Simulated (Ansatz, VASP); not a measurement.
## One calculation of BN, two programs

The input INCAR:

```
PREC = Accurate
ENCUT = 520
EDIFF = 1E-6
ISMEAR = 0
SIGMA = 0.02
LREAL = False
LASPH = True
NELM = 80
ALGO = Normal
ISIF = 2
LWAVE = False
LCHARG = False
LDIPOL = True
IDIPOL = 3
DIPOL = 0.5 0.5 0.500
GGA = PE
IVDW = 12
NBANDS = 11
```

File KPOINTS:

```
Automatic mesh
0
Gamma
  12 12 1
```

File POSCAR:

```
BN
1.0
    2.5770000000      0.0000000000      0.0000000000
   -1.2885000000      2.2317474655      0.0000000000
    0.0000000000      0.0000000000     26.0000000000
B N
1 1
Direct
    0.0000000000      0.0000000000      0.5027500000
    0.6666666667      0.3333333333      0.4972500000
```

Input for Ansatz:

```yaml
crystal:
  lattice:
    - [2.577, 0.0, 0.0]
    - [-1.2885, 2.2317474655, 0.0]
    - [0.0, 0.0, 26.0]
  atoms:
    - { symbol: B, position: [0.0, 0.0, 0.50275] }
    - { symbol: "N", position: [0.6666666667, 0.3333333333, 0.49725] }
  periodic: [true, true, false]
basis:
  ecutwfc: 420
kpoints:
  mp_grid: { grid: [12, 12, 1] }
hamiltonian:
  xc: pbe
  dispersion: d3bj
scf:
  occupations: { method: gaussian, width: 0.02 }
output:
  forces: true
  stress: true
  eigenvalues: true
  write_density: true
  write_potential: true
  elf: true
  volumetric_format: npy
```

Alike in both runs: task single point; functional PBE; dispersion D3(BJ); k mesh 12 × 12 × 1; occupations gaussian, width 0.02 eV; no spin polarisation.

```csv
,VASP,Ansatz
version,VASP 6.6.1,Ansatz 0.2.0
potentials or method,"VASP PAW PBE potentials, release 64 (B, N)","scalar-relativistic, plane waves, PAW"
plane-wave cutoff (eV),520,420
valence electrons in the cell,8,8
```

```csv
,VASP,Ansatz,Ansatz less VASP
gap on the k mesh at the Fermi level (eV),4.34,4.34,+0.003
least direct gap on the mesh (eV),4.34,4.34,+0.003
rms of the force components (eV/Å),1.205,1.202,-0.0025
```

Atom by atom the forces differ by 0.002 eV/Å (rms over components). Ansatz warned: «xc_potential_rough_in_thin_density».

As with any semilocal functional, this PBE gap is likely too small.
